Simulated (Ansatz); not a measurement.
Br (bcc type), DFT, PBE, all-electron LAPW, scalar-relativistic (Ansatz 0.2.0), on 1 thread of Arm Neoverse V1 (shared host).

Command: `ansatz run input.yaml --threads 1 --pin off --max-ram 2048MiB --backend cpu --events-out ev --progress --plain --runs-dir out`

```yaml
crystal:
  lattice:
    - [-1.885985571, 1.885985571, 1.885985571]
    - [1.885985571, -1.885985571, 1.885985571]
    - [1.885985571, 1.885985571, -1.885985571]
  atoms:
    - { symbol: Br, position: [0.0, 0.0, 0.0] }
kpoints:
  mp_grid: { grid: [16, 16, 16] }
  band_path:
    path:
      - [0.0, 0.0, 0.0]
      - [0.5, -0.5, 0.5]
      - [0.0, 0.0, 0.5]
      - [0.0, 0.0, 0.0]
      - [0.25, 0.25, 0.25]
      - [0.5, -0.5, 0.5]
      - [0.25, 0.25, 0.25]
      - [0.0, 0.0, 0.5]
    npoints: 14
scf:
  occupations: { method: fermi_dirac, width: 0.08 }
hamiltonian:
  xc: pbe
  pseudopotentials: { kind: all_electron, lapw: { basis_error: 0.001 } }
output:
  forces: true
  stress: true
  eigenvalues: true
  populations: true
  dos: { projected: true, de: 0.2, e_range: [-14, 8] }
```

Question: How large is the problem that the program sets up?

Answer: 145 irreducible k-points, 87 plane waves at Γ, 17 bands.

Question: About how long does it take?

Answer: 11 s of wall time for 6 SCF iterations. Times on shared machines scatter by tens of per cent.
